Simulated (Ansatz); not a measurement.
# SnO2: the cost of one run

Computed with Ansatz 0.2.0 (DFT PBE+D3(BJ), scalar-relativistic, plane waves, PAW, unless a step's input says otherwise).

40 further runs of the same task are left out: 40 set aside as unsound or not needed.

**1. The system as given**

The structure is trigonal, space group R-3m (No. 166). The conventional cell has a = 3.237 Å, b = 3.237 Å, c = 12.873 Å, α = 90.00°, β = 90.00°, γ = 120.00°. Sn (site symmetry -3m) is surrounded by 6 O at 2.12 Å. O (site symmetry 3m) is surrounded by 3 Sn at 2.12 Å.

Coordinates:

```cif
data_structure
_symmetry_space_group_name_H-M 'R-3m:H'
_symmetry_Int_Tables_number 166
_cell_length_a 3.2373
_cell_length_b 3.2373
_cell_length_c 12.8725
_cell_angle_alpha 90.000
_cell_angle_beta 90.000
_cell_angle_gamma 120.000
_cell_volume 116.83
loop_
_atom_site_label
_atom_site_type_symbol
_atom_site_symmetry_multiplicity
_atom_site_Wyckoff_symbol
_atom_site_fract_x
_atom_site_fract_y
_atom_site_fract_z
_atom_site_occupancy
Sn1 Sn 3 b 0.66667 0.33333 0.83333 1
O1 O 6 c 0.00000 0.00000 0.75639 1
```

It goes back to an entry of the Materials Project, which need not be the stable form.

This cell was relaxed beforehand with the same method: volume 12.98 Å³/atom, gap on the mesh 1.57 eV.

**2. The scan**

The energy is mapped over two normal modes frozen in (zone-centre modes of the cell shown).

First coordinate, amplitude of mode 20 (390 cm⁻¹), largest displacement: 9 values from −0.100 Å. Second coordinate, amplitude of mode 26 (448 cm⁻¹), largest displacement: 9 values from −0.138 Å.

Nothing else is relaxed (the cell and all other modes fixed). Energies count from the relaxed high-symmetry cell. Points are written as (first, second).

The modes come from a phonon run on the reference cell, made beforehand.

Displacement patterns for an amplitude of 1 (Å):

| atom | x1 | y1 | z1 | x2 | y2 | z2 |
| --- | --- | --- | --- | --- | --- | --- |
| Sn1 | -0.234 | -0.135 | 0.000 | 0.000 | 0.000 | 0.000 |
| Sn2 | -0.233 | -0.135 | 0.000 | 0.000 | 0.000 | 0.000 |
| Sn3 | -0.233 | -0.134 | 0.000 | 0.000 | 0.000 | 0.000 |
| Sn4 | -0.233 | -0.135 | -0.001 | 0.000 | 0.000 | 0.000 |
| O5 | 0.865 | 0.499 | -0.003 | 0.866 | 0.500 | 0.000 |
| O6 | 0.865 | 0.500 | 0.002 | 0.865 | 0.499 | 0.000 |
| O7 | 0.866 | 0.499 | 0.002 | 0.865 | 0.500 | 0.000 |
| O8 | 0.863 | 0.498 | 0.000 | -0.865 | -0.500 | 0.000 |
| O9 | 0.865 | 0.499 | 0.000 | 0.865 | 0.500 | 0.000 |
| O10 | 0.866 | 0.499 | 0.000 | -0.866 | -0.499 | -0.001 |
| O11 | 0.866 | 0.501 | 0.000 | -0.866 | -0.501 | -0.001 |
| O12 | 0.865 | 0.499 | 0.001 | -0.865 | -0.499 | 0.001 |

**3. Point (−0.100 Å, −0.035 Å)**

input.yaml reads:

```yaml
crystal:
  lattice:
    - [3.2373377712, 1.8690778337, 4.2908446647]
    - [-3.2373377712, 1.8690778337, 4.2908446647]
    - [0.0, -3.7381556673, 4.2908446647]
  atoms:
    - { symbol: Sn, position: [0.8695932914, 0.862371741, 0.8623717414] }
    - { symbol: Sn, position: [0.3695837373, 0.362398259, 0.8623823826] }
    - { symbol: Sn, position: [0.3695837373, 0.8623823822, 0.3623982593] }
    - { symbol: Sn, position: [0.8695938934, 0.3623933089, 0.3623933092] }
    - { symbol: O, position: [0.0972539437, 0.6331712689, 0.6331712731] }
    - { symbol: O, position: [0.5971840787, 0.1331610925, 0.6331457391] }
    - { symbol: O, position: [0.5971840787, 0.6331457349, 0.1331610967] }
    - { symbol: O, position: [0.5967859742, 0.6142130355, 0.6142130288] }
    - { symbol: O, position: [0.0972348211, 0.1331629165, 0.1331629207] }
    - { symbol: O, position: [0.096715776, 0.1142442111, 0.614235883] }
    - { symbol: O, position: [0.096715776, 0.6142358898, 0.1142442044] }
    - { symbol: O, position: [0.5967176078, 0.1142158063, 0.1142157995] }
basis:
  ecutwfc: 520.0
kpoints:
  mp_grid: { grid: [6, 6, 6] }
hamiltonian:
  xc: pbe
  pseudopotentials: { kind: paw, azcp: { folder: soft_1 } }
  dispersion: d3bj
scf:
  occupations: { method: gaussian, width: 0.05 }
output:
  forces: true
  stress: true
  eigenvalues: true
```

The run is started by

```sh
ansatz run input.yaml --threads 4 --pin off --max-ram 8192MiB --backend cpu --events-out ev --progress --plain --runs-dir out
```

What time and memory should one allow on 4 threads of Intel Xeon 6975P-C (Granite Rapids), shared host?

About 12 s, with a peak of 1 GiB.
